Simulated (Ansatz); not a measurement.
**TiSi2 (Cmcm), two-dimensional strain map**

Method: DFT PBE, scalar-relativistic, plane waves, PAW in Ansatz. The runs took a 420 eV cutoff, a Γ-centred 14×14×14 mesh and Gaussian smearing (0.15 eV). No spin polarisation. Energies are free energies at this smearing, counted from the undisturbed cell; pressure is positive in compression.

Reference structure (relaxed at this level; this form isn't the usual structure):

```
CELL_PARAMETERS angstrom
1.77380 -6.78034 0.00000
1.77380 6.78034 0.00000
0.00000 0.00000 3.57922
ATOMIC_POSITIONS crystal
Ti 0.89682 0.10318 0.75000
Ti 0.10318 0.89682 0.25000
Si 0.55915 0.44085 0.75000
Si 0.44085 0.55915 0.25000
Si 0.24983 0.75017 0.75000
Si 0.75017 0.24983 0.25000
```

The cell is strained by p along both x and y and by q along z, fractional coordinates fixed. Points are written (p, q).

p was sampled at -0.050, 0.000, 0.050 and q at -0.050, 0.000, 0.050.

Where on the computed points is the energy highest, and how high?

At (-0.050, -0.050): 164.3 meV/atom.

Away from (0, 0), which computed point is lowest?

(0.000, 0.050): 31.0 meV/atom.

The map, in meV/atom:

| p \ q | -0.050 | 0.000 | 0.050 |
| --- | --- | --- | --- |
| -0.050 | 164.3 | 78.3 | 73.3 |
| 0.000 | 38.3 | 0.0 | 31.0 |
| 0.050 | 60.3 | 59.8 | 118.1 |